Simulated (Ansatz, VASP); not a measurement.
**BaTiO3 in VASP and in Ansatz**

The input INCAR:

```
SYSTEM = BaTiO3
PREC     = Accurate       ! precision mode
ENCUT    = 520            ! plane-wave cutoff, eV
EDIFF    = 1E-7           ! SCF threshold, eV
ISMEAR   = 0              ! smearing method
SIGMA    = 0.02           ! smearing width, eV
LREAL    = .FALSE.        ! projectors in reciprocal space
LASPH    = .TRUE.         ! aspherical terms in the spheres
NELM     = 150            ! most SCF steps
ALGO     = Normal         ! electronic algorithm
ISIF     = 2              ! what is computed and relaxed
LWAVE    = .FALSE.        ! write WAVECAR
LCHARG   = .TRUE.         ! write CHGCAR
LMAXMIX  = 4              ! l up to which the mixer works
LDAU     = .TRUE.         ! DFT+U
LDAUTYPE = 2            
LDAUL    = -1 2 -1        ! shell
LDAUU    = 0 4 0          ! U, eV
LDAUJ    = 0 0 0        
LDAUPRINT= 1            
GGA      = PE             ! functional
LELF     = .TRUE.         ! ELF
LVHAR    = .TRUE.       
NBANDS   = 28             ! bands
```

KPOINTS

```
regular mesh
0
G
  8 8 8
  0 0 0
```

POSCAR

```
BaTiO3
1.0
    3.7703303021      0.0000000000      0.0000000000
    0.0000000000      3.7703303021      0.0000000000
    0.0000000000      0.0000000000      3.7703303021
Ba Ti O
1 1 3
Direct
    0.5000000000      0.5000000000      0.5719993980
    0.0000000000      0.0000000000      0.0719993980
    0.0000000000      0.5000000000      0.0719993980
    0.5000000000      0.0000000000      0.0719993980
    0.0000000000      0.0000000000      0.5719993980
```

Input for Ansatz:

```yaml
crystal:
  lattice:
    - [3.7703303021, 0.0, 0.0]
    - [0.0, 3.7703303021, 0.0]
    - [0.0, 0.0, 3.7703303021]
  atoms:
    - { symbol: Ba, position: [0.5, 0.5, 0.571999398] }
    - { symbol: Ti, position: [0.0, 0.0, 0.071999398] }
    - { symbol: O, position: [0.0, 0.5, 0.071999398] }
    - { symbol: O, position: [0.5, 0.0, 0.071999398] }
    - { symbol: O, position: [0.0, 0.0, 0.571999398] }
basis:
  ecutwfc: 420
kpoints:
  mp_grid: { grid: [8, 8, 8] }
  band_path: { path: [VBM, CBM], npoints: 2 }
hamiltonian:
  xc: pbe
  hubbard: { sites: [{ species: Ti, l: d, u_eff: 4.0 }] }
scf:
  occupations: { method: gaussian, width: 0.02 }
output:
  forces: true
  stress: true
  eigenvalues: true
checkpoint:
  read: start.run
  write: ck
  compress: false
  write_wavefunctions: false
  write_every: 100000
```

Alike in both runs: task single point; functional PBE; k mesh 8 × 8 × 8; occupations gaussian, width 0.02 eV; no spin polarisation; Hubbard terms Ti d U = 4.0 eV.

|  | VASP | Ansatz |
| --- | --- | --- |
| version | VASP 6.6.1 | Ansatz 0.2.0 |
| potentials or method | VASP PAW PBE potentials, release 64 (Ba_sv, Ti_sv, O) | scalar-relativistic, plane waves, PAW |
| plane-wave cutoff (eV) | 520 | 420 |
| valence electrons in the cell | 40 | 40 |

Ansatz gave:

```
gap on the k mesh at the Fermi level (eV) : 2.59
least direct gap on the mesh (eV)         : 2.59
```

Question: Estimate VASP's values.

Answer: gap on the k mesh at the Fermi level (eV): 2.56; least direct gap on the mesh (eV): 2.56.

The programs project onto different local orbitals, so the same U acts differently.

Caveats: spin-orbit coupling is left out, which moves the levels of the heavy elements. A k mesh can miss the band edges.
